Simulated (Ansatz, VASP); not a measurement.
This is a calculation of SnO for Ansatz 0.2.0.

Contents of input.yaml:

```yaml
crystal:
  lattice:
    - [3.8389522158, 0.0, 0.0]
    - [0.0, 3.8389522158, 0.0]
    - [0.0, 0.0, 4.9192779074]
  atoms:
    - { symbol: Sn, position: [0.5, 0.0, 0.76462614] }
    - { symbol: Sn, position: [0.0, 0.5, 0.23537386] }
    - { symbol: O, position: [0.0, 0.0, 0.0] }
    - { symbol: O, position: [0.5, 0.5, 0.0] }
hamiltonian:
  xc: pbe
  pseudopotentials: { kind: paw }
kpoints:
  mp_grid: { grid: [7, 7, 6] }
scf:
  occupations: { method: fermi_dirac, width: 0.05 }
output:
  forces: true
  stress: true
  eigenvalues: true
```

Potentials or basis: Ansatz PAW.

The run is started by

```sh
$ ansatz run input.yaml --threads 1 --pin off --max-ram 3584MiB --backend cpu --events-out ev --progress --plain --runs-dir out
```

Translate it to VASP 6.6.1. Potentials there: VASP PAW PBE potentials, release 64 (Sn_d, O).

As run (the cutoff follows the program's own potentials):

Contents of INCAR:

```
  PREC = Accurate
  ENCUT = 520
  EDIFF = 1E-7
  ISMEAR = -1
  SIGMA = 0.05
  LREAL = F
  LASPH = T
  NELM = 80
  ALGO = Normal
  ISIF = 2
  LWAVE = F
  LCHARG = F
  GGA = PE
  NBANDS = 28
```

Contents of KPOINTS:

```
regular mesh
0
Gamma
  7 7 6
```

The input POSCAR:

```
SnO
1.0
    3.8389522158      0.0000000000      0.0000000000
    0.0000000000      3.8389522158      0.0000000000
    0.0000000000      0.0000000000      4.9192779074
Sn O
2 2
Direct
    0.5000000000      0.0000000000      0.7646261400
    0.0000000000      0.5000000000      0.2353738600
    0.0000000000      0.0000000000      0.0000000000
    0.5000000000      0.5000000000      0.0000000000
```

Potentials or basis: VASP PAW PBE potentials, release 64 (Sn_d, O).

The run is started by

```bash
$ cat potpaw_PBE.64/Sn_d/POTCAR potpaw_PBE.64/O/POTCAR > POTCAR
$ mpirun -np 1 vasp_std > vasp.out
```

Both were run:

|  | VASP | Ansatz | Ansatz less VASP |
| --- | --- | --- | --- |
| gap on the k mesh at the Fermi level (eV) | 0.45 | 0.44 | -0.012 |
| least direct gap on the mesh (eV) | 2.02 | 2.05 | +0.028 |
| pressure (GPa) | 1.9 | 1.7 | -0.21 |
| largest component of the traceless stress (GPa) | 0.29 | 0.32 | +0.025 |
| rms of the force components (eV/Å) | 0.074 | 0.041 | -0.0328 |

Atom by atom the forces differ by 0.033 eV/Å (rms over components).

Caveats: spin-orbit coupling is left out, which moves the levels of the heavy elements; an odd mesh through Γ misses points on the zone boundary, where band edges often lie (VASP); odd divisions of the mesh miss points on the zone boundary, where band edges often lie, so the gap on the mesh can be too wide (Ansatz); the pressure holds a Pulay correction of +0.4 GPa for the finite cutoff (Ansatz).
